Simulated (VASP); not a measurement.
# CdSe (Cadmoselite) (P6_3mc) in VASP: notebook, part 2 of 2

VASP 6.6.1. The steps go on from the part before.

### Step 3. Single point, PBE+D4

This run uses another cell than the first one, of 28.58 Å³/atom, 1.012 times its volume.

Contents of INCAR:

```
SYSTEM = CdSe
ALGO = Normal ; EDIFF = 1E-6
ENCUT = 500 ; GGA = PE
GGA_COMPAT = .FALSE. ; ISIF = 2
ISMEAR = 0 ; IVDW = 13
LASPH = .TRUE. ; LCHARG = .FALSE.
LREAL = .FALSE. ; LWAVE = .FALSE.
NBANDS = 26 ; NELM = 120
PREC = Accurate ; SIGMA = 0.01
```

Contents of KPOINTS:

```
k-points
0
G
  6 6 4
  0 0 0
```

Contents of POSCAR:

```
CdSe
1.0
    4.3233415496      0.0000000000      0.0000000000
   -2.1616707748      3.7441236112      0.0000000000
    0.0000000000      0.0000000000      7.0629809412
Cd Se
2 2
Direct
    0.3333333333      0.6666666667      0.0048297617
    0.6666666667      0.3333333333      0.5048297617
    0.3333333333      0.6666666667      0.3801702383
    0.6666666667      0.3333333333      0.8801702383
```

Potentials or basis: VASP PAW PBE potentials, release 64 (Cd, Se).

Run with:

```sh
cat potpaw_PBE.64/Cd/POTCAR potpaw_PBE.64/Se/POTCAR > POTCAR
mpirun -np 1 vasp_std > vasp.out
```

OUTCAR:

```text
SYSTEM = CdSe
   EDIFF = 1E-6
   ENCUT = 500
   GGA = PE
   ISIF = 2
   ISMEAR = 0
   IVDW = 13
   LASPH = .TRUE.
   LREAL = .FALSE.
   NELM = 120
   PREC = Accurate

 ion  position               nearest neighbor table
   1  0.333  0.667  0.005-   4 2.65   4 2.65   4 2.65   3 2.65
   2  0.667  0.333  0.505-   3 2.65   3 2.65   3 2.65   4 2.65
   3  0.333  0.667  0.380-   2 2.65   2 2.65   2 2.65   1 2.65
   4  0.667  0.333  0.880-   1 2.65   1 2.65   1 2.65   2 2.65

  LATTYP: Found a hexagonal cell.
 ALAT       =     4.3233415496
 C/A-ratio  =     1.6336856249

  Lattice vectors:

 A1 = (   4.3233415496,   0.0000000000,   0.0000000000)
 A2 = (  -2.1616707748,   3.7441236112,   0.0000000000)
 A3 = (   0.0000000000,   0.0000000000,   7.0629809412)

Analysis of symmetry for initial positions (statically):
=====================================================================
 Subroutine PRICEL returns:
 Original cell was already a primitive cell.

 Routine SETGRP: Setting up the symmetry group for a
 hexagonal supercell.

 Subroutine GETGRP returns: Found 12 space group operations
 (whereof  6 operations were pure point group operations)
 out of a pool of 24 trial point group operations.

The static configuration has the point symmetry C_3v.
 The point group associated with its full space group is C_6v.

Analysis of symmetry for dynamics (positions and initial velocities):
=====================================================================
 Subroutine PRICEL returns:
 Original cell was already a primitive cell.

 Routine SETGRP: Setting up the symmetry group for a
 hexagonal supercell.

 Subroutine GETGRP returns: Found 12 space group operations
 (whereof  6 operations were pure point group operations)
 out of a pool of 24 trial point group operations.

The dynamic configuration has the point symmetry C_3v.
 The point group associated with its full space group is C_6v.

 Subroutine INISYM returns: Found 12 space group operations
 (whereof  6 operations are pure point group operations),
 and found     1 'primitive' translations

----------------------------------------------------------------------------------------

                                     Primitive cell

  volume of cell :     114.3294

  direct lattice vectors                    reciprocal lattice vectors
     4.323341550  0.000000000  0.000000000     0.231302567  0.133542600  0.000000000
    -2.161670775  3.744123611  0.000000000     0.000000000  0.267085199  0.000000000
     0.000000000  0.000000000  7.062980941     0.000000000  0.000000000  0.141583279

  length of vectors
     4.323341550  4.323341550  7.062980941     0.267085199  0.267085199  0.141583279

  position of ions in fractional coordinates (direct lattice)
     0.333333333  0.666666667  0.004829762
     0.666666667  0.333333333  0.504829762
     0.333333333  0.666666667  0.380170238
     0.666666667  0.333333333  0.880170238

  ion indices of the primitive-cell ions
   primitive index   ion index
                 1           1
                 2           2
                 3           3
                 4           4

----------------------------------------------------------------------------------------

 KPOINTS: k-points

Automatic generation of k-mesh.
 Grid dimensions read from file:
 generate k-points for:    6    6    4

 Generating k-lattice:

  Cartesian coordinates                     Fractional coordinates (reciprocal lattice)
     0.038550428  0.022257100  0.000000000     0.166666667  0.000000000  0.000000000
     0.000000000  0.044514200  0.000000000     0.000000000  0.166666667  0.000000000
     0.000000000  0.000000000  0.035395820     0.000000000  0.000000000  0.250000000

  Length of vectors
     0.044514200  0.044514200  0.035395820

  Shift w.r.t. Gamma in fractional coordinates (k-lattice)
     0.000000000  0.000000000  0.000000000

 Subroutine IBZKPT returns following result:
 ===========================================

 Found     21 irreducible k-points:

 Following reciprocal coordinates:
            Coordinates               Weight
  0.000000  0.000000  0.000000      1.000000
  0.166667  0.000000  0.000000      6.000000
  0.333333  0.000000  0.000000      6.000000
  0.500000  0.000000  0.000000      3.000000
  0.166667  0.166667  0.000000      6.000000
  0.333333  0.166667  0.000000     12.000000
[... 13 lines left out ...]
  0.333333  0.166667  0.500000     12.000000
  0.333333  0.333333  0.500000      2.000000
   k-points           NKPTS =     21   k-points in BZ     NKDIM =     21   number of bands    NBANDS=     26
   number of dos      NEDOS =    301   number of ions     NIONS =      4
   total plane-waves  NPLWV =  55296
   dimension x,y,z NGX =    32 NGY =   32 NGZ =   54
   dimension x,y,z NGXF=    64 NGYF=   64 NGZF=  108
   ions per type =               2   2
   NGX,Y,Z   is equivalent  to a cutoff of  12.30, 12.30, 12.71 a.u.
   NGXF,Y,Z  is equivalent  to a cutoff of  24.61, 24.61, 25.42 a.u.
 SYSTEM =  CdSe
   PREC   = accura    normal or accurate (medium, high low for compatibility)
   ISTART =      0    job   : 0-new  1-cont  2-samecut
   ICHARG =      2    charge: 1-file 2-atom 10-const
   ISPIN  =      1    spin polarized calculation?
   LNONCOLLINEAR =      F non collinear calculations
   LSORBIT =      F    spin-orbit coupling
   LASPH  =      T    aspherical Exc in radial PAW
   ENCUT  =  500.0 eV  36.75 Ry    6.06 a.u.   7.88  7.88 12.88*2*pi/ulx,y,z
   NELM   =    120;   NELMIN=  2; NELMDL= -5     # of ELM steps
   EDIFF  = 0.1E-05   stopping-criterion for ELM
   LREAL  =      F    real-space projection
   EDIFFG = 0.1E-04   stopping-criterion for IOM
   NSW    =      0    number of steps for IOM
   IBRION =     -1    ionic relax: 0-MD 1-quasi-New 2-CG
   NFREE  =      0    steps in history (QN), initial steepest desc. (CG)
   ISIF   =      2    stress and relaxation
   ISYM   =      2    0-nonsym 1-usesym 2-fastsym
   POTIM  = 0.5000    time-step for ionic-motion
   TEBEG  =    0.0;   TEEND  =   0.0 temperature during run
   PSTRESS=    0.0 pullay stress
   NELECT =      36.0000    total number of electrons
   NUPDOWN=      -1.0000    fix difference up-down
   EMIN   =  10.00;   EMAX   =-10.00  energy-range for DOS
   EFERMI =   0.00;   METHOD = LEGACY
   ISMEAR =     0;   SIGMA  =   0.01  broadening in eV -4-tet -1-fermi 0-gaus
   EFERMI_NEDOS =   21; number of points for ismear=-14 and -15
   IALGO  =     38    algorithm
   IMIX   =      4    mixing-type and parameters
     AMIX     =   0.40;   BMIX     =  1.00
     AMIX_MAG =   1.60;   BMIX_MAG =  1.00
  volume/ion in A,a.u.               =      28.58       192.88
  Fermi-wavevector in a.u.,A,eV,Ry     =   1.113755  2.104692 16.877356  1.240451
  Thomas-Fermi vector in A             =   2.250343
   LORBIT       =      0    0 simple, 1 ext, 2 COOP (PROOUT), +10 PAW based schemes
   GGA     = PE    functional components
   LHFCALC =     F    Hartree Fock is set to
   AEXX    =    0.0000 exact exchange contribution
   IVDW    =    13    specifies the selected vdW correction
   LEPSILON=     F    determine dielectric tensor
   LRPA    =     F    only Hartree local field effects (RPA)
 non-spin polarized calculation
 Gauss-broadening in eV      SIGMA  =   0.01
  energy-cutoff  :      500.00
  volume of cell :      114.33
 maximum number of plane-waves:      2934
 NGX is ok and might be reduce to    32
   NGX = 15   NGY = 15   NGZ = 25

 number of electron      35.9999986 magnetization

 Free energy of the ion-electron system (eV)
  ---------------------------------------------------
  ext. energy  EPLUGINS =         0.00000000
  ---------------------------------------------------
  free energy    TOTEN  =       -10.95467411 eV

  energy without entropy =      -10.95467411  energy(sigma->0) =      -10.95467411

 E-fermi :   0.8727     XC(G=0):  -8.8064

 val. band max:        0.8240225151   @ k =   0.0000   0.0000   0.0000
 cond. band min:       1.4511438545   @ k =   0.0000   0.0000   0.0000
 fundamental gap:      0.6271213394
 Fermi energy:         0.8727012577

 k-point     1 :       0.0000    0.0000    0.0000
  band No.  band energies     occupation
      1     -11.6897      2.00000
      2     -11.3267      2.00000
      3      -7.0566      2.00000
      4      -7.0485      2.00000
      5      -7.0485      2.00000
      6      -6.9833      2.00000
[... 598 lines left out ...]
     25       9.5878      0.00000
     26       9.6710      0.00000

------------------------ aborting loop because EDIFF is reached ----------------------------------------

  DFT-D4 for vdW energy calculation

  Edisp (eV):   -1.27038

  FORCE on cell =-STRESS in cart. coord.  units (eV):
  Direction    XX          YY          ZZ          XY          YZ          ZX
  --------------------------------------------------------------------------------------
  -------------------------------------------------------------------------------------
  Total       0.20376     0.20376     0.20859     0.00000     0.00000     0.00000
  in kB       2.85548     2.85548     2.92314     0.00000     0.00000     0.00000
  external pressure =        2.88 kB  Pullay stress =        0.00 kB

 VOLUME and BASIS-vectors are now :
 -----------------------------------------------------------------------------
  energy-cutoff  :      500.00
  volume of cell :      114.33
      direct lattice vectors                 reciprocal lattice vectors
     4.323341550  0.000000000  0.000000000     0.231302567  0.133542600  0.000000000
    -2.161670775  3.744123611  0.000000000     0.000000000  0.267085199  0.000000000
     0.000000000  0.000000000  7.062980941     0.000000000  0.000000000  0.141583279

 POSITION                                       TOTAL-FORCE (eV/Angst)
 -----------------------------------------------------------------------------------
     -0.00000      2.49608      0.03411         0.000000      0.000000      0.002264
      2.16167      1.24804      3.56560        -0.000000     -0.000000      0.002264
     -0.00000      2.49608      2.68514        -0.000000      0.000000     -0.002264
      2.16167      1.24804      6.21663         0.000000     -0.000000     -0.002264
 -----------------------------------------------------------------------------------
    total drift:                               -0.000000     -0.000000     -0.000402

  FREE ENERGIE OF THE ION-ELECTRON SYSTEM (eV)
  ---------------------------------------------------
  free  energy   TOTEN  =       -12.2250521889 eV

  energy  without entropy=      -12.2250521889  energy(sigma->0) =      -12.22505219
```

stdout:

```text
POSCAR found type information on POSCAR CdSe
 POSCAR found :  2 types and       4 ions
 scaLAPACK will be used
 LDA part: xc-table for (Slater+PW92), standard interpolation
 POSCAR, INCAR and KPOINTS ok, starting setup
 FFT: planning ... GRIDC
 FFT: planning ... GRID_SOFT
 FFT: planning ... GRID
 WAVECAR not read
 entering main loop
```

It took 35 s on 1 thread of Intel Xeon Platinum 8488C (Sapphire Rapids), shared host; peak memory 0.24 GiB.

Results:

```
Free energy                : -12.2251 eV
Pressure                   : 0.3 GPa
Band gap on the k mesh     : 0.63 eV, direct
Dispersion energy per atom : -0.318 eV
```

Forces on the atoms (eV/Å):
```
Cd   0.000  0.000  0.002
Cd   0.000  0.000  0.002
Se   0.000  0.000 -0.002
Se   0.000  0.000 -0.002
```

Levels at points of the mesh, in eV from the valence-band top:
```tsv
k point	band 16	band 17	band 18	band 19	band 20	band 21
(0.00, 0.00, 0.00)	-0.05	0.00	0.00	0.63	2.19	5.86
(0.50, 0.00, 0.00)	-1.80	-1.30	-0.73	3.18	3.33	4.77
(0.00, 0.00, 0.50)	-0.39	-0.39	-0.39	2.34	2.34	5.83
(0.50, 0.00, 0.50)	-1.34	-1.31	-1.31	2.92	2.92	4.85
```

### Step 4. Against experiment

Step 2. Measured gap of CdSe: 1.841 eV (2 K; a printed reference work, data compilation). This calculation gives 0.78 eV (-1.06 eV). So large a miss can be the level of theory's own, or it may mean another phase, state or a wrong row. Spin-orbit coupling on Cd, Se is left out. The value is that of revPBE+D3(BJ), without temperature or zero-point motion. Semilocal functionals fall short of measured gaps as a rule.

Step 3. Against the measured gap of CdSe, 1.841 eV (2 K; a printed reference work, data compilation), the calculated 0.63 eV is off by -1.21 eV. So large a miss can be the level of theory's own, or it may mean another phase, state or a wrong row. Spin-orbit coupling on Cd, Se is left out. The value is that of PBE+D4, without temperature or zero-point motion. Semilocal functionals fall short of measured gaps as a rule.
